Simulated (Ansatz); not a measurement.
# Si2W (I4/mmm) in Ansatz: further runs

One crystal, Si2W, is run at these levels: HSE06, PBE0; tasks: relaxation of cell and atoms, single point.

Everything below comes from runs of Ansatz 0.2.0. Logs are shortened: lines on timing, memory, paths and dates and some standing lists are left out, and cuts for length are marked.

## Step 1: Starting point

The structure is tetragonal, space group I4/mmm (No. 139). The conventional cell has a = 3.214 Å, b = 3.214 Å, c = 7.830 Å, α = 90.00°, β = 90.00°, γ = 90.00°. Around W (site symmetry 4/mmm) lie 10 Si at 2.62 Å. Si (site symmetry 4mm) has 5 Si at 2.59 to 2.63 Å and 5 W at 2.62 Å as nearest neighbours.

## Step 2: Relaxation of cell and atoms, HSE06

The input, input:

```
crystal:
  lattice:
    - [-1.6069, 1.6069, 3.91495]
    - [1.6069, -1.6069, 3.91495]
    - [1.6069, 1.6069, -3.91495]
  atoms:
    - { symbol: W, position: [0.0, 0.0, 0.0] }
    - { symbol: Si, position: [0.6653, 0.6653, 0.0] }
    - { symbol: Si, position: [0.3347, 0.3347, 0.0] }
hamiltonian:
  xc: hse06
  pseudopotentials: { kind: paw }
kpoints:
  mp_grid: { grid: [8, 8, 8] }
scf:
  occupations: { method: fermi_dirac, width: 0.05 }
output:
  forces: true
  stress: true
  eigenvalues: true
relax:
  f_tol: 0.01
  max_steps: 40
  cell: { stress_tol: 0.05 }
```

Potentials or basis: Ansatz PAW.

What it wrote:

```text
GPUs: using 1 of 1 available (devices: 1).
Engine: ansatz 0.2.0, x86_64-unknown-linux-gnu
Pseudopotentials: kind: paw
Pseudopotential: W, paw, valence charge 14, recommended cutoff 420 eV (normal), W.paw.azcp
Pseudopotential: Si, paw, valence charge 4, recommended cutoff 420 eV (normal), Si.paw.azcp
Functional definition: HSE06
  parameter a = 0.25
  parameter omega = 0.11/bohr
  exchange = pbe_x - a*pbe_x_sr(omega) + a*exact_x_sr(omega)
  correlation = pbe_c
device memory: the entry about to start is reckoned to put 1.0 GiB on a device that reports 65.0 GiB free (of which the cap on the GPU budget leaves the run 18.0 GiB)
GPU FFT provider: cuFFT
GPU libraries: cuBLAS 13.8.2, cuFFT 12.4.0, cuSOLVER 12.3.4
Crystal: 3 atoms, lattice volume = 40.436 Å³
Basis set: ecut = 420 eV, 793 PW (Γ), exchange–correlation on 64×64×64 points (8 copies of the dense FFT grid, shifted against one another)
Bands: 15, of which v1, the nominal top of the filled ones, is band 11 counted from 1 (10 counted from 0)
Symmetry: 16 space group operations
Space group: I4/mmm (ITA 139), of the structure as read, at distance tolerance 3.4e-5 Å
k-points: 59 of 512
Non-local potential: W, projectors of the file, l = 0: 3, l = 1: 2, l = 2: 2, l = 3: 1
Non-local potential: Si, projectors of the file, l = 0: 2, l = 1: 2, l = 2: 2
PAW form: soft (Blöchl's): semilocal exchange-correlation on the pseudo side does not see the compensation charge
PAW frozen core: W, regenerated for the run's functional, and the local potential with it (the file was generated under x = pbe(κ = 0.804, μ = 0.2195149727645171), c = pbe(β = 0.06672455060314922))
PAW frozen core: Si, regenerated for the run's functional, and the local potential with it (the file was generated under x = pbe(κ = 0.804, μ = 0.2195149727645171), c = pbe(β = 0.06672455060314922))
PAW one-centre angular grid: W, 590 points (default); XC on 64 Gauss nodes
PAW one-centre angular grid: Si, 110 points (default); XC on 64 Gauss nodes
Initial density: superposition of atomic densities (neutral atoms: chi_scale 0, normalization atom), corrected by the library's trained network
Initial wavefunctions: pseudopotential atomic-orbital guess
GPU buffer pool allocated for 32768 grid points (all kernels)
GPU transforms: local potential and band sums: pruned to the plane-wave sphere, on 32×32×32
Functional: x = pbe(κ = 0.804, μ = 0.2195149727645171), c = pbe(β = 0.06672455060314922), warm-up for x = pbe(κ = 0.804, μ = 0.2195149727645171) + 0.25 (exact − pbe) at short range (hse, ω = 0.20786987370883472 Å⁻¹), c = pbe(β = 0.06672455060314922); HSE06 as pw.x's `hse` composes it (authors' and Libxc's form: `xc: wpbeh`)
SCF iter   1: F=—  HF=-11657.446006 eV  |F-HF|=—  |Δ(HF+E_count)|=         —  Δρ=5.48e-3  dr2=1.49e-2  ethr=1.77e-3  ⟨swp⟩=6.6  Hψ=3891  notcnv=0
preconditioner: auto → Kerker (q_TF=auto, 2.465 Å⁻¹)  [metal: Δε(μ)=0.161 eV  Ē_g=8.158 eV  σ=0.050 eV  W_gap=0.47  n_scr=10 (ndim 8)  ℏωp=21.8 eV  f_vac=0.000  D(μ)=0.32/eV (n_scr^D=0)]
SCF iter   2: F=—  HF=-11657.443299 eV  |F-HF|=—  |Δ(HF+E_count)|=   2.71e-3  Δρ=2.39e-3  dr2=1.62e-3  ethr=6.77e-5  ⟨swp⟩=3.9  Hψ=2120  notcnv=0  defer=7
iter 3 solved again at ethr=6.40e-7 eV; its pass at ethr=7.35e-6 eV (dr2=1.41e-4 eV) is discarded
SCF iter   3: F=—  HF=-11657.443159 eV  |F-HF|=—  |Δ(HF+E_count)|=   1.40e-4  Δρ=7.64e-4  dr2=1.47e-4  ethr=6.40e-7  ⟨swp⟩=2.5  Hψ=3376  notcnv=0  defer=1
SCF iter   4: F=—  HF=-11657.443150 eV  |F-HF|=—  |Δ(HF+E_count)|=   8.97e-6  Δρ=7.92e-5  dr2=3.32e-6  ethr=6.40e-7  ⟨swp⟩=2.7  Hψ=1596  notcnv=0
SCF iter   5: F=—  HF=-11657.443150 eV  |F-HF|=—  |Δ(HF+E_count)|=   2.19e-7  Δρ=2.92e-5  dr2=4.10e-7  ethr=1.51e-8  ⟨swp⟩=4.0  Hψ=2064  notcnv=0
SCF iter   6: F=—  HF=-11657.443150 eV  |F-HF|=—  |Δ(HF+E_count)|=   7.49e-8  Δρ=7.95e-6  dr2=1.52e-8  ethr=1.86e-9  ⟨swp⟩=3.0  Hψ=1716  notcnv=0
SCF iter   7: F=—  HF=-11657.443150 eV  |F-HF|=—  |Δ(HF+E_count)|=   2.42e-9  Δρ=8.85e-7  dr2=2.39e-10  ethr=6.90e-11  ⟨swp⟩=3.1  Hψ=1728  notcnv=0
SCF iter   8: F=-11657.443150 eV  HF=-11657.443150 eV  |F-HF|=1.64e-11  |Δ(HF+E_count)|=  3.64e-11  Δρ=2.56e-7  dr2=2.10e-11  ethr=1.08e-12  ⟨swp⟩=3.6  Hψ=2224  notcnv=0
SCF 1 converged in 8 iterations: F = -11657.443150 eV  dr2 = 2.10e-11
device memory: the entry about to start is reckoned to put 1.5 GiB (of the 1.6 GiB reckoned in all, the device holds 0.1 GiB already) on a device that reports 64.9 GiB free (of which the cap on the GPU budget leaves the run 17.9 GiB)
GPU FFT provider: cuFFT
GPU libraries: cuBLAS 13.8.2, cuFFT 12.4.0, cuSOLVER 12.3.4
Initial density: handed on by an earlier stage of this run
Initial wavefunctions: those handed on with the density
GPU buffer pool allocated for 32768 grid points (all kernels)
GPU transforms: local potential and band sums: pruned to the plane-wave sphere, on 32×32×32
[... 154 lines left out ...]
SCF iter   3: F=—  HF=-11659.454106 eV  |F-HF|=—  |Δ(HF+E_count)|=  4.09e-10  Δρ=1.30e-6  dr2=1.37e-9  ethr=2.00e-11  ⟨swp⟩=3.0  Hψ=1742  notcnv=0
iter 4 solved again at ethr=1.00e-12 eV; its pass at ethr=5.92e-12 eV (dr2=3.87e-11 eV) is discarded
SCF iter   4: F=—  HF=-11659.454106 eV  |F-HF|=—  |Δ(HF+E_count)|=  8.08e-10  Δρ=5.22e-7  dr2=4.56e-11  ethr=1.00e-12  ⟨swp⟩=2.3  Hψ=4061  notcnv=0
SCF iter   5: F=-11659.454106 eV  HF=-11659.454106 eV  |F-HF|=1.82e-12  |Δ(HF+E_count)|=  1.09e-11  Δρ=1.81e-7  dr2=9.39e-12  ethr=1.00e-12  ⟨swp⟩=2.0  Hψ=1533  notcnv=0
SCF 11 converged in 5 iterations: F = -11659.454106 eV  dr2 = 9.39e-12
  Residual-converged pass: ⟨swp⟩=4.2  Hψ=2611  notcnv=0  max |occ|·‖R‖ = 9.8e-9 eV (tolerance 1.0e-8 eV)  dr2=9.02e-12  dr2_onsite=4.23e-13  max |Δocc| = 8.0e-15
hybrid outer 1: dexx = +1.504e-9 eV, tail = 4.48e-11 eV
GPU FFT provider: cuFFT
GPU libraries: cuBLAS 13.8.2, cuFFT 12.4.0, cuSOLVER 12.3.4
GPU buffer pool allocated for 32768 grid points (all kernels)
GPU transforms: local potential and band sums: pruned to the plane-wave sphere, on 32×32×32
Exchange kernel: α = 0.2500, screened, ω = 0.2079 Å⁻¹, Wigner–Seitz truncation, v(0) = 1046.8957 eV·Å³, q-mesh 8×8×8, nearest image of the exchange supercell L = 25.65 Å, pair-density grid 18×18×18, without the augmentation charges, whose exchange is taken in its separable form by FFT convolution over the k-point mesh (sized by the pseudopotential files, 25×25×18 at the most), smooth part of the exact exchange by density-matrix convolution in up to 6.27 GiB of GPU memory as planned if the GPU has room (build and FFT work areas not counted)
Frozen-core exchange: fock
SCF iter   1: F=—  HF=-11659.454106 eV  |F-HF|=—  |Δ(HF+E_count)|=         —  Δρ=3.07e-7  dr2=5.61e-11  ethr=1.36e-12  ⟨swp⟩=9.8  Hψ=3056  notcnv=0
preconditioner: auto → none  [insulator: Δε(μ)=0.334 eV  Ē_g=9.450 eV  σ=0.050 eV  W_gap=0.74  n_scr=10 (ndim 8)  ℏωp=21.9 eV  f_vac=0.000  D(μ)=0.13/eV (n_scr^D=0)]
SCF iter   2: F=-11659.454106 eV  HF=-11659.454106 eV  |F-HF|=1.82e-12  |Δ(HF+E_count)|=  1.27e-11  Δρ=2.69e-8  dr2=3.92e-13  ethr=1.00e-12  ⟨swp⟩=2.1  Hψ=1545  notcnv=0
SCF 12 converged in 2 iterations: F = -11659.454106 eV  dr2 = 3.92e-13
  Residual-converged pass: ⟨swp⟩=4.7  Hψ=2663  notcnv=0  max |occ|·‖R‖ = 9.9e-9 eV (tolerance 1.0e-8 eV)  dr2=6.82e-13  dr2_onsite=1.62e-14  max |Δocc| = 5.1e-15
hybrid outer 2: dexx = +7.816e-13 eV, tail = 8.47e-13 eV, Δε = 1.26e-5 eV (about 2.92e-6 eV left of the loop's levels), ΔF = 5.53e-6 eV/Å (tail 2.33e-5)
relax step   4: F+E_penalty+E_count = -11659.45410628 eV  Δ(F+E_penalty+E_count) = +1.224e-4 eV  max|allowed force component| = 3.981e-3 eV/Å  Δτ_max = 0.0000 Å  P = -0.019 GPa  Ω = 40.080 Å³  stress off target by 4.91e-2 GPa  SCF on the basis re-selected at this cell (its energy is not comparable with the rows above)  (7 SCF iters)
basis re-selected at this cell: Δ(F+E_penalty+E_count) = +1.224e-4 eV, ΔP = -0.002 GPa vs the last step (what re-selecting the basis moved, of the pressure what is left beyond the Pulay correction that the steps carried, after the strain that the cell walked since its last selection, with what the two solves' SCF thresholds leave and, on support functions, any second-order correction that the steps lacked; it is no measure of the basis error at this ecutwfc). This SCF's stress stands 4.91e-2 GPa from its target on what of the cell is left free (relax.cell.stress_tol is 5.00e-2 GPa) and its largest allowed force component is 3.98e-3 eV/Å (relax.f_tol is 1.00e-2 eV/Å): within both
hybrid SCF converged: 2 outer / 7 inner (+0 warm-up), last move |dexx| = 7.82e-13 eV, tail = 8.47e-13 eV
Stability not checked: this state was not tested for a lower state beside it, because the functional holds exact exchange (a hybrid, or Hartree-Fock), whose exchange loop this test does not read (fock_operator; see scf.lower_state_search)
Free energy (F): -11659.454106 eV
Frozen-core exchange: fock
Harris-Foulkes:  -11659.454106 eV  (|F-HF|=1.82e-12)
Internal energy: -11659.453117 eV  (E = F + TS)
E sigma→0 (E₀):  -11659.453612 eV
Entropy (-TS):   -0.000989 eV (-0.330 meV/atom)
Fermi energy:    16.772650 eV
--- Per-component energies (eV) ---
  E_band       = -111.469369
  E_kinetic    = 541.439696
  E_local      = -935.991731  (includes V_loc(G=0)·N_el)
  E_nonlocal   = 50.432031
  E_hartree    = 368.645119
  E_xc         = -306.353049
  E_vxc        = -271.163393  (∫ρ·V_xc dr)
  E_exx        = -52.714145  (= α·E_x^exact, valence–valence)
  E_paw        = -9612.544819  (= ΣΔE_a)
  E_vpaw       = -128.047841  (= ΣTr[D̂ρ^β])
  E_aug_tail   = -0.000063  (compensation charges beyond the density's cutoff)
  E_ewald      = -1709.325085
  E_core_change = -3.041071  (= ΣΔE_core)
  E_smearing   = -0.000989  (= −TS)
  E_closure    = 0.000000  (closes the sum)
  Σ components = -11659.454106   (vs F -11659.454106, Δ=-1.82e-12)
--- Forces (eV/Å), atoms counted from 1 ---
  atom   1  W      0.00000000    -0.00000000    -0.00000000
  atom   2  Si     0.00000000     0.00000000    -0.00398129
  atom   3  Si     0.00000000     0.00000000     0.00398129
  max |Σ_I F_I| component: 9.02e-17 eV/Å
--- Stress (GPa, compression-positive) ---
       -0.049070       0.000000       0.000000
        0.000000      -0.049070       0.000000
       -0.000000       0.000000       0.040355
  P = ⅓ Tr σ = -0.0193 GPa (-0.193 kbar)
--- Band table (eV; the first three rows and the last of 59) ---
  k-point 0: bands = ["-60.8087", "-23.7703", "-23.7002", "-23.7002", "0.9701", "9.0456", "12.6475", "13.1309", "13.4519", "13.4519", "17.4712", "20.0157", "20.1914", "20.2436", "20.2436"]
  k-point 1: bands = ["-60.8059", "-23.7628", "-23.7389", "-23.7366", "1.5292", "9.5329", "11.4518", "12.2807", "13.2229", "14.5863", "15.2466", "19.6829", "20.7051", "20.8219", "21.4039"]
  k-point 2: bands = ["-60.7990", "-23.8284", "-23.8234", "-23.7450", "3.0727", "10.1074", "10.4916", "10.6238", "13.1296", "13.5969", "14.4651", "20.5098", "20.5707", "21.3255", "21.7038"]
  k-point 58: bands = ["-60.8088", "-23.7870", "-23.7007", "-23.7007", "3.5473", "4.3423", "12.5539", "13.9663", "15.8715", "15.8715", "16.1675", "16.1675", "17.7095", "21.9887", "22.6619"]
--- Relaxed structure (3 steps of the walk, 3 accepted, 1 SCFs on fresh bases) ---
  F+E_penalty+E_count = -11659.45410628 eV   max|allowed force component| = 3.981e-3 eV/Å   (the final SCF, on the basis selected at the relaxed cell)
  cell:  # Å, volume = 40.0801 Å³
    - [-1.6032471690097077, 1.6032471690097077, 3.898230300401836]
    - [1.6032471690097077, -1.6032471690097077, 3.898230300401836]
    - [1.6032471690097077, 1.6032471690097077, -3.898230300401836]
  atoms:
    - { symbol: W, position: [4.615649295161303e-21, 4.6156492951614216e-21, 1.20477990510564e-34] }
    - { symbol: Si, position: [0.6647466372285531, 0.6647466372285531, -6.0238995255282e-35] }
    - { symbol: Si, position: [0.33525336277144674, 0.33525336277144674, -6.023899525528199e-35] }
```

Run time: 2.8 min. Hardware: 1 × NVIDIA H100 80GB HBM3 with 2 threads of AMD EPYC 7R13 (Zen 3), shared host; peak memory 4 GiB.

Results:

- Free energy: -11659.4541 eV
- Relaxed volume: 13.36 Å³/atom
- Relaxed cell: a = 4.510 Å, b = 4.510 Å, c = 4.510 Å, α = 138.35°, β = 138.35°, γ = 60.37°
- Space group after relaxing (to 0.05 Å): I4/mmm (No. 139)
- Energy gained by relaxing: 1.1 meV/atom
- Ionic steps: 4
- Pressure after relaxing: 0.0 GPa
- Largest force after relaxing: 0.004 eV/Å
- Band gap on the k mesh: none (metal or under the smearing width)

Forces on the atoms (eV/Å):
```
W    0.000  0.000  0.000
Si   0.000  0.000 -0.004
Si   0.000  0.000  0.004
```

The path:
| step | energy change (eV) | largest force (eV/Å) | volume (Å³) |
| --- | --- | --- | --- |
| 1 | 0.0000 | 0.1286 | 40.44 |
| 2 | -0.0030 | 0.0224 | 39.91 |
| 3 | -0.0035 | 0.0040 | 40.08 |
| 4 | -0.0033 | 0.0040 | 40.08 |

Final structure:
```xyz
3
Lattice="-1.6032 1.6032 3.8982 1.6032 -1.6032 3.8982 1.6032 1.6032 -3.8982" Properties=species:S:1:pos:R:3 pbc="T T T"
W     0.0000    0.0000    0.0000
Si    0.0000    0.0000    5.1827
Si    0.0000    0.0000    2.6138
```

Levels at points of the mesh, in eV from the Fermi level:
```csv
k point,band 8,band 9,band 10,band 11,band 12,band 13,band 14,band 15
"(0.00, 0.00, 0.00)",-3.64,-3.32,-3.32,0.70,3.24,3.42,3.47,3.47
"(0.00, 0.00, -0.50)",-6.09,-5.67,-3.78,-2.18,3.35,3.92,3.98,4.66
"(0.00, -0.50, 0.00)",-5.52,-3.30,-3.10,-0.56,3.28,3.59,4.51,5.34
"(-0.50, -0.50, -0.50)",-2.81,-0.90,-0.90,-0.61,-0.61,0.94,5.22,5.89
```

Caveat: the plane-wave basis is chosen anew once the cell has moved, so the energies of steps on either side of that aren't comparable; the PAW data sets come from PBE, with cores solved anew for the run's functional, which leaves a small shift of forces and pressure. Spin-orbit coupling is left out, which matters for the levels of W.

## Step 3: Single point, PBE0

input, as its differences from that of step 2:

```diff
@@ -10,3 +10,3 @@
 hamiltonian:
-  xc: hse06
+  xc: pbe0
   pseudopotentials: { kind: paw }
@@ -20,5 +20 @@
   eigenvalues: true
-relax:
-  f_tol: 0.01
-  max_steps: 40
-  cell: { stress_tol: 0.05 }
```

Potentials or basis: Ansatz PAW.

Run time: 69 s. Hardware: 1 × NVIDIA H100 80GB HBM3 with 2 threads of AMD EPYC 7R13 (Zen 3), shared host; peak memory 3.8 GiB.

Results (log left out):

```
Free energy            : -11657.3391 eV
Pressure               : -2.6 GPa
Largest force          : 0.132 eV/Å
Band gap on the k mesh : none (metal or under the smearing width)
```

Forces on the atoms (eV/Å):
```
W    0.000  0.000  0.000
Si   0.000  0.000 -0.132
Si   0.000  0.000  0.132
```

Stress tensor (GPa, compression positive):
```
-2.21  0.00  0.00
 0.00 -2.21  0.00
 0.00  0.00 -3.35
```

Levels at points of the mesh, in eV from the Fermi level:
| k point | band 8 | band 9 | band 10 | band 11 | band 12 | band 13 | band 14 | band 15 |
| --- | --- | --- | --- | --- | --- | --- | --- | --- |
| (0.00, 0.00, 0.00) | -4.06 | -3.77 | -3.77 | 0.75 | 3.43 | 3.65 | 3.72 | 3.72 |
| (0.00, 0.00, -0.50) | -6.61 | -6.14 | -4.23 | -2.61 | 3.53 | 4.20 | 4.25 | 4.87 |
| (0.00, -0.50, 0.00) | -5.99 | -3.72 | -3.54 | -0.96 | 3.49 | 3.89 | 4.74 | 5.54 |
| (-0.50, -0.50, -0.50) | -3.23 | -1.21 | -1.21 | -0.95 | -0.95 | 1.10 | 5.38 | 6.07 |

Caveat: the PAW data sets come from PBE, with cores solved anew for the run's functional, which leaves a small shift of forces and pressure; the thresholds are loose for stress. The run has no spin-orbit coupling, so splittings on W are missing.
